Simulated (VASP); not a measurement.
Zr, 2 atoms in the cell. Symmetry: P6_3/mmc, No. 194, hexagonal system. The conventional cell has a = 3.190 Å, b = 3.190 Å, c = 5.110 Å, α = 90.00°, β = 90.00°, γ = 120.00°. Zr (site symmetry -6m2) is surrounded by 12 Zr at 3.15 to 3.19 Å. The cell was built by a generator and needn't be a form met in nature.

| Item | Value |
| --- | --- |
| Program | VASP 6.6.1 |
| Task | relaxation of cell and atoms |
| Functional | PBE |
| Potentials or basis | VASP PAW PBE potentials, release 64 (Zr_sv) |
| Cutoff | 600 eV |
| k mesh | 16 × 16 × 8 |
| Occupations | methfessel-paxton, width 0.1 eV |
| Spin | no spin polarisation |
| Further INCAR settings | ALGO = Normal; EDIFF = 1e-06; IBRION = 2; EDIFFG = -0.005; NSW = 40; ISIF = 3 |

Potentials or basis: VASP PAW PBE potentials, release 64 (Zr_sv).

Command:

```console
$ cat potpaw_PBE.64/Zr_sv/POTCAR > POTCAR
$ mpirun -np 1 vasp_std > vasp.out
```

Hardware: 1 thread of Intel(R) Xeon(R) Platinum 8488C (Sapphire Rapids), with other jobs on the host.

Task: How long does it take, and how much memory?

Result: Run time: 11 min on 1 thread of Intel(R) Xeon(R) Platinum 8488C (Sapphire Rapids) (shared host), peak memory 0.27 GiB. Counts: scf iterations 71, k points 150, ion steps 13.
